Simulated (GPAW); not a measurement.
BP:

```
P B
1.0
     0.00000    2.26900    2.26900
     2.26900    0.00000    2.26900
     2.26900    2.26900    0.00000
P B
1 1
Direct
  0.75000 0.75000 0.75000
  0.00000 0.00000 0.00000
```

Base run:

- Program: GPAW 26.7.0
- Functional: PBEsol
- Potentials or basis: PAW data sets generated in the run's folder for this functional
- Cutoff: 800 eV
- Basis: pw
- k mesh: 10 × 10 × 10
- Occupations: fermi-dirac, width 0.05 eV
- Spin: no spin polarisation

Its results: band gap on the k mesh 1.14 eV, indirect (least direct gap 3.36 eV); pressure -1.7 GPa.

Task: The run is repeated on the same cell with these changes: functional from PBEsol to LDA. What comes out?

Result: Band gap on the k mesh 1.19 eV, indirect (least direct gap 3.38 eV); pressure -5.0 GPa.

LDA binds more tightly than PBEsol, so the same cell stands under less pressure.

Not every run made on this cell is shown here.
